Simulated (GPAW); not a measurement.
Runs of GPAW 26.7.0 on TaN. It takes space group Fm-3m (No. 225, cubic). The conventional cell has a = 4.423 Å, b = 4.423 Å, c = 4.423 Å, α = 90.00°, β = 90.00°, γ = 90.00°. Ta (site symmetry m-3m) has 6 N at 2.21 Å as nearest neighbours. Around N (site symmetry m-3m) lie 6 Ta at 2.21 Å. The cell comes from a database or a generator and needn't be the stable form of this composition.

```tsv
task	level	potentials or basis	spin	U	k mesh	cutoff (eV)	maxiter	convergence	band path	band points	spin axis theta (degrees)	gap on the mesh (eV)	pressure (GPa)
single point	PBE	GPAW PAW data sets (gpaw-data 1.2.1), pw	off	-	8 × 8 × 8	650	120	default	-	-	-	none	-4.4
single point	LDA+U	the program's PAW data sets (release 1.2.1) made for this functional, pw	off	Ta d U = 6 eV	8 × 8 × 8	600	120	default	-	-	-	none	-8.8
single point	PBEsol+U	PAW data sets generated in the run's folder for this functional, pw	off	Ta d U = 6.2 eV	8 × 8 × 8	650	120	default	-	-	-	none	(a)
band structure	PBEsol	PAW data sets generated in the run's folder for this functional, pw	SOC, no magnetisation	-	10 × 10 × 10	800	150	-	GXWKGLUWLK,UX	100	0	-	-11.1
band structure	PBEsol	PAW data sets generated in the run's folder for this functional, pw	off	-	10 × 10 × 10	800	150	-	GXWKGLUWLK,UX	100	-	-	-11.1
```

Alike in all rows: cell as given; smearing fermi-dirac 0.05 eV.

**Question.** Fill in the values left out.

**Answer.** (a) 3.3.

Caveats: the cutoff is short for stress and forces, so pressures can be off by a GPa or more (some runs); U without spin polarisation on a metal has little footing (some runs); spin-orbit coupling was added after a scalar SCF, so levels and gaps hold it while energy, forces, pressure and moments don't (some runs); this program's spin-orbit splittings come out too wide for heavy elements (some runs); spin-orbit coupling is left out, which moves the levels of the heavy elements (some runs).

A k mesh can miss the band edges, and rows without SOC leave out spin-orbit coupling on Ta.

A gap of «none» marks a metal or a gap under the smearing width.
